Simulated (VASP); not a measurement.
The system is CoO.

```
Co O
1.0
     2.82845    0.00000    0.00000
    -1.41423    2.44951    0.00000
     0.00000    0.00000    2.72172
Co O
1 1
Cartesian
  0.0000 0.0000 1.3609
  1.4142 0.8165 0.0000
```

The cell was built by a generator and needn't be a form met in nature.

```yaml
Program: VASP 6.6.1
Task: relaxation of cell and atoms
Functional: BLYP
Potentials_or_basis: VASP PAW PBE potentials, release 64 (Co, O)
Cutoff: 600 eV
k_mesh: 8 × 8 × 7
Occupations: fermi-dirac, width 0.05 eV
Spin: collinear spin, ferromagnetic start
Starting_moments: "[2.0, 0.0] μB"
```

At the start: pressure 7.6 GPa; volume 9.43 Å³/atom.

Question: How do energy, volume and symmetry change on relaxing?

Answer: Over 6 steps the energy falls by 11.5 meV/atom and the volume is 9.88 Å³/atom (+4.8 %); space group P-6m2 (No. 187, to 0.05 Å); moment 3.00 μB per cell.

The path:
```csv
step,energy change (eV),largest force (eV/Å),pressure (GPa),volume (Å³)
1,0.0000,0.0000,7.64,18.86
2,-0.0170,0.0002,-3.29,20.11
3,-0.0208,0.0002,-0.31,19.73
4,-0.0208,0.0001,-0.10,19.71
5,-0.0224,0.0002,-0.06,19.73
6,-0.0231,0.0003,0.00,19.76
```

Final structure:
```cif
data_structure
_symmetry_space_group_name_H-M 'P 1'
_symmetry_Int_Tables_number 1
_cell_length_a 2.8915
_cell_length_b 2.8915
_cell_length_c 2.7288
_cell_angle_alpha 90.000
_cell_angle_beta 90.000
_cell_angle_gamma 119.999
_cell_volume 19.76
loop_
_atom_site_label
_atom_site_type_symbol
_atom_site_fract_x
_atom_site_fract_y
_atom_site_fract_z
_atom_site_occupancy
Co1 Co 0.00000 0.00000 0.50000 1
O1 O 0.66667 0.33333 0.00000 1
```

Caveat: the PAW data sets were made with another functional, which shifts forces and pressure a little; a cell with one magnetic atom can't hold antiferromagnetic order, which such compounds often take.
